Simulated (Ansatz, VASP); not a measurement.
**AlN: VASP beside Ansatz**

```
CELL_PARAMETERS angstrom
0.00000 2.22085 2.22085
2.20159 0.01926 2.20159
2.20159 2.20159 0.01926
ATOMIC_POSITIONS crystal
Al 0.00000 0.00000 0.00000
N 0.75000 0.75000 0.75000
```

Change from the starting cell: strain +0.0175 x Voigt [0, 0, 0, 1, 0, 0], atoms carried along.

Alike in both runs: task single point; functional PBE; k mesh 10 × 10 × 10; occupations gaussian, width 0.05 eV; no spin polarisation.

```csv
,VASP,Ansatz
version,VASP 6.6.1,Ansatz 0.2.0
potentials or method,"VASP PAW PBE potentials, release 64 (Al, N)","scalar-relativistic, plane waves, PAW"
plane-wave cutoff (eV),520,420
valence electrons in the cell,8,8
```

```csv
,VASP,Ansatz,Ansatz less VASP
gap on the k mesh at the Fermi level (eV),3.25,3.26,+0.008
least direct gap on the mesh (eV),3.93,3.92,-0.008
pressure (GPa),-0.2,0.1,+0.29
largest component of the traceless stress (GPa),3.75,3.72,-0.029
rms of the force components (eV/Å),0.081,0.081,-0.0005
```

Atom by atom the forces differ by 0.000 eV/Å (rms over components).

A k mesh can miss the band edges.
